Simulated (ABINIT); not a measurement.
Runs of ABINIT 10.8.3 (patched build) on W. Symmetry: Im-3m, No. 229, cubic system. The conventional cell has a = 3.165 Å, b = 3.165 Å, c = 3.165 Å, α = 90.00°, β = 90.00°, γ = 90.00°. W (site symmetry m-3m) is surrounded by 8 W at 2.74 Å. 

```tsv
task	level	potentials or basis	spin	k mesh	mesh quality	gap on the mesh (eV)	V0 of scaled cells (Å³/atom)	B0 (GPa)
single point	LDA	JTH PAW LDA v2.0	off	7 × 7 × 7	coarse	none	-	-
band structure	LDA-PZ	JTH PAW LDA v2.0	SOC, no magnetisation	12 × 12 × 12	not flagged	none	-	-
band structure	WC	JTH PAW PBE v2.0	SOC, no magnetisation	12 × 12 × 12	not flagged	none	-	-
equation of state	HCTH407	JTH PAW PBE v2.0	off	12 × 12 × 12	not flagged	-	15.48	327
equation of state	BP86+D3	JTH PAW PBE v2.0	off	12 × 12 × 12	not flagged	-	(a)	340
```

Alike in all rows: cell as given; cutoff (eV) 408; smearing fermi-dirac 0.05 eV.

Question: Fill in the values left out.

Answer: (a) 15.39.

Caveats: some runs use coarse meshes; the PAW data sets were made with another functional, which shifts forces and pressure a little (some runs); pressures at fixed basis lie under the slope of the energies (some runs).

A k mesh can miss the band edges, and rows without SOC leave out spin-orbit coupling on W.

A gap of «none» marks a metal or a gap under the smearing width.

Runs at the PBE level aren't shown here.
